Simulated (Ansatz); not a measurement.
# Stiffness of compounds in space group F-43m

The calculation used DFT, LDA, all-electron LAPW, scalar-relativistic in Ansatz 0.2.0.

All compounds have space group F-43m with 2 atoms in the primitive cell. V0, B0 and B0′ come from third-order Birch–Murnaghan fits to pressures at five volumes, with shape and internal coordinates held; prototypes and MP cells needn't be known phases. No run is spin-polarised.

Spin–orbit coupling is left out, though it moves levels of the heavy atoms by tenths of an eV or more.

HgTe: Hg 4a (0.000 0.000 0.000), Te 4c (0.250 0.250 0.250); COD 1539232, reported; 11×11×11 mesh, smearing 0.03 eV; no spin
BAs: B 4a (0.000 0.000 0.000), As 4c (0.250 0.250 0.250); COD 9008833, reported; 15×15×15 mesh, smearing 0.03 eV; no spin
GaP: Ga 4a (0.000 0.000 0.000), P 4c (0.250 0.250 0.250); COD 9008846, reported; 10×10×10 mesh, smearing 0.05 eV; no spin
BP: B 4a (0.000 0.000 0.000), P 4c (0.250 0.250 0.250); COD 9008835, reported; 12×12×12 mesh, smearing 0.08 eV; no spin
BN: B 4a (0.000 0.000 0.000), N 4c (0.250 0.250 0.250); COD 9008834, reported; 11×11×11 mesh, smearing 0.02 eV; no spin
GaAs: Ga 4a (0.000 0.000 0.000), As 4c (0.250 0.250 0.250); COD 9008845, reported; 10×10×10 mesh, smearing 0.08 eV; no spin

Question: Order the compounds by bulk modulus, lowest first.
A. HgTe
B. GaAs
C. BN
D. GaP
E. BP
F. BAs

Answer: A (47 GPa), B (74 GPa), D (90 GPa), F (147 GPa), E (176 GPa), C (402 GPa).
